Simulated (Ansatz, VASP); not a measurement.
This is a calculation of Au (Gold) for Ansatz 0.2.0. 

The input input.yaml:

```yaml
crystal:
  lattice:
    - [0.0, 2.035, 2.035]
    - [2.035, 0.0, 2.035]
    - [2.035, 2.035, 0.0]
  atoms:
    - { symbol: Au, position: [0.0, 0.0, 0.0] }
kpoints:
  mp_grid: { grid: [11, 11, 11] }
scf:
  occupations: { method: fermi_dirac, width: 0.05 }
hamiltonian:
  xc: blyp
  dispersion: d3bj
  pseudopotentials: { kind: all_electron, lapw: { basis_error: 0.001 } }
output:
  forces: true
  stress: true
relax:
  f_tol: 0.01
  max_steps: 60
  cell: {}
```

Potentials or basis: all-electron LAPW, scalar-relativistic.

The run is started by

```console
$ ansatz run input.yaml --threads 1 --pin off --max-ram 3072MiB --backend cpu --events-out ev --progress --plain --runs-dir out
```

Problem. Set up the same calculation for VASP 6.6.1. Potentials or basis there: PBE PAW files Au, 600 eV.

Solution. As run (cutoffs and basis follow the program's own potentials, and thresholds, step limits or extra output files can differ):

INCAR

```
PREC = Accurate
ENCUT = 600
EDIFF = 1E-6
ISMEAR = -1
SIGMA = 0.05
LREAL = False
LASPH = True
NELM = 100
ALGO = Normal
ISIF = 3
LWAVE = False
LCHARG = False
GGA = B5
ALDAX = 1.0
AGGAX = 1.0
AGGAC = 1.0
ALDAC = 0.0
IVDW = 12
VDW_S6 = 1.0
VDW_S8 = 2.6996
VDW_A1 = 0.4298
VDW_A2 = 4.2359
IBRION = 2
NSW = 60
EDIFFG = -0.01
```

File KPOINTS:

```
regular mesh
0
Gamma
  11 11 11
```

The input POSCAR:

```
Au
1.0
    0.0000000000      2.0350000000      2.0350000000
    2.0350000000      0.0000000000      2.0350000000
    2.0350000000      2.0350000000      0.0000000000
Au
1
Direct
    0.0000000000      0.0000000000      0.0000000000
```

Potentials or basis: VASP PAW PBE potentials, release 64 (Au).

The run is started by

```console
$ cat potpaw_PBE.64/Au/POTCAR > POTCAR
$ mpirun -np 1 vasp_std > vasp.out
```

Both were run:

|  | Ansatz | VASP |
| --- | --- | --- |
| Relaxed volume | 17.57 Å³/atom | 17.66 Å³/atom |
| Relaxed cell | a = 2.918 Å, b = 2.918 Å, c = 2.918 Å, α = 60.00°, β = 60.00°, γ = 60.00° | a = 2.923 Å, b = 2.923 Å, c = 2.923 Å, α = 60.00°, β = 60.00°, γ = 60.00° |
| Space group after relaxing | Fm-3m (No. 225) | Fm-3m (No. 225) |
| Pressure after relaxing | 0.0 GPa | 0.0 GPa |

VASP's potentials were made for PBE.

Where Ansatz's input types no cutoff or centring, it takes its own default and a Γ-centred mesh.

Pressure is positive in compression.
